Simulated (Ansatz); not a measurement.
Crystal: Bi.

```xyz
1
Lattice="-1.9814 1.9814 1.9814 1.9814 -1.9814 1.9814 1.9814 1.9814 -1.9814" Properties=species:S:1:pos:R:3 pbc="T T T"
Bi    0.0000    0.0000    0.0000
```

This isn't the form of Bi at room conditions, which is rhombohedral.

```yaml
Program: Ansatz 0.2.0
Task: relaxation of cell and atoms
Functional: revPBE
Potentials_or_basis: Ansatz PAW
Cutoff: "420 eV (not typed: the program's choice for these potentials)"
k_mesh: 9 × 9 × 9
Occupations: fermi-dirac, width 0.05 eV
Spin: no spin polarisation
```

At the start: volume 31.12 Å³/atom.

**Question.** How do energy, volume and symmetry change on relaxing?

**Answer.** It ends after 4 steps and the volume is 32.25 Å³/atom (+3.6 %); space group Im-3m (No. 229, to 0.05 Å).

Step by step:
| step | energy change (eV) | largest force (eV/Å) | volume (Å³) |
| --- | --- | --- | --- |
| 1 | 0.0000 | 0.0000 | 31.12 |
| 2 | -0.0058 | 0.0000 | 32.46 |
| 3 | -0.0061 | 0.0000 | 32.25 |
| 4 | -0.0063 | 0.0000 | 32.25 |

Final structure:
```yaml
crystal:
  lattice:
    - [-2.00516, 2.00516, 2.00516]
    - [2.00516, -2.00516, 2.00516]
    - [2.00516, 2.00516, -2.00516]
  atoms:
    - { symbol: Bi, position: [0.00000, 0.00000, 0.00000] }
```

Caveat: the plane-wave basis is chosen anew once the cell has moved, so the energies of steps on either side of that aren't comparable; the PAW data sets come from PBE, with cores solved anew for the run's functional, which leaves a small shift of forces and pressure.
